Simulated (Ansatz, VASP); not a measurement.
## Two plane-wave programs on Na2S

```
Na S
1.0
     0.00000    3.21931    3.21931
     3.21931    0.00000    3.21931
     3.21931    3.21931    0.00000
Na S
2 1
Direct
  0.25000 0.25000 0.25000
  0.75000 0.75000 0.75000
  0.00000 0.00000 0.00000
```

Alike in both runs: functional PBE; dispersion D3(BJ); k mesh 6 × 6 × 6; occupations gaussian, width 0.02 eV; no spin polarisation.

Ansatz relaxed the structure, and its values are those at the end. VASP's run is a single point on that final structure, the one shown.

|  | VASP | Ansatz |
| --- | --- | --- |
| version | VASP 6.6.1 | Ansatz 0.2.0 |
| potentials or method | VASP PAW PBE potentials, release 64 (Na_pv, S) | scalar-relativistic, plane waves, PAW |
| plane-wave cutoff (eV) | 520 | 420 |
| valence electrons in the cell | 20 | 24 |

```tsv
	VASP	Ansatz	Ansatz less VASP
gap on the k mesh at the Fermi level (eV)	2.64	2.65	+0.002
least direct gap on the mesh (eV)	2.64	2.65	+0.002
pressure (GPa)	0.1	0.0	-0.03
```

With one functional, cell and mesh, what is left measures potentials, basis and numerics. The two sets of potentials don't hold the same shells in valence.

A hybrid or GW would open this gap; PBE tends to underestimate it.
